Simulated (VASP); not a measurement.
Input of a VASP 6.6.1 run:

The input INCAR:

```
SYSTEM = Ge
ALGO     = Normal         ! electronic algorithm
EDIFF    = 1E-6           ! SCF threshold, eV
ENCUT    = 520            ! plane-wave cutoff, eV
GGA      = PS             ! functional
GGA_COMPAT= .FALSE.      
ISIF     = 2              ! what is computed and relaxed
ISMEAR   = 0              ! smearing method
LASPH    = .TRUE.         ! aspherical terms in the spheres
LCHARG   = .FALSE.        ! write CHGCAR
LNONCOLLINEAR= .TRUE.         ! non-collinear magnetism
LORBIT   = 11             ! projections on sites
LREAL    = .FALSE.        ! projectors in reciprocal space
LSORBIT  = .TRUE.         ! spin-orbit coupling
LWAVE    = .FALSE.        ! write WAVECAR
MAGMOM   = 0 0 0 0 0 0 0 0 0 0 0 0 ! initial moments
NBANDS   = 72             ! bands
NELM     = 80             ! most SCF steps
PREC     = Accurate       ! precision mode
SIGMA    = 0.03           ! smearing width, eV
```

KPOINTS

```
k-points
0
G
  6 6 3
  0 0 0
```

Contents of POSCAR:

```
Ge                                      
1.0
    3.9959447698      0.0000000000      0.0000000000
   -1.9979723849      3.4605896816      0.0000000000
    0.0000000000      0.0000000000      6.5938748915
  Ge            
     4
Direct
     0.6666666699999979    0.3333333300000021    0.0629066835698244
     0.3333333300000021    0.6666666699999979    0.5629066835698243
     0.6666666699999979    0.3333333300000021    0.4370933164301756
     0.3333333300000021    0.6666666699999979    0.9370933164301757
```

The input KPOINTS_OPT:

```
explicit points
141
Reciprocal
 0.0000000000  0.0000000000  0.0000000000 1
 0.0357142857  0.0000000000  0.0000000000 1
 0.0714285714  0.0000000000  0.0000000000 1
 0.1071428571  0.0000000000  0.0000000000 1
 0.1428571429  0.0000000000  0.0000000000 1
 0.1785714286  0.0000000000  0.0000000000 1
[... 133 lines left out ...]
 0.5000000000  0.0000000000  0.5000000000 1
 0.5000000000  0.0000000000  0.0000000000 1
```

Potentials or basis: VASP PAW PBE potentials, release 64 (Ge_d).

The run is started by

```bash
$ cat potpaw_PBE.64/Ge_d/POTCAR > POTCAR
$ mpirun -np 1 vasp_ncl > vasp.out
```

Task: What does it give for the largest force?

Result: 0.005 eV/Å.

Task: Predict the pressure.

Result: 0.2 GPa.

Forces in eV/Å, atoms in the order of the input:
```
Ge   0.000  0.000  0.005
Ge   0.000  0.000  0.005
Ge   0.000  0.000 -0.005
Ge   0.000  0.000 -0.005
```

Caveat: the PAW data sets were made with another functional, which shifts forces and pressure a little.
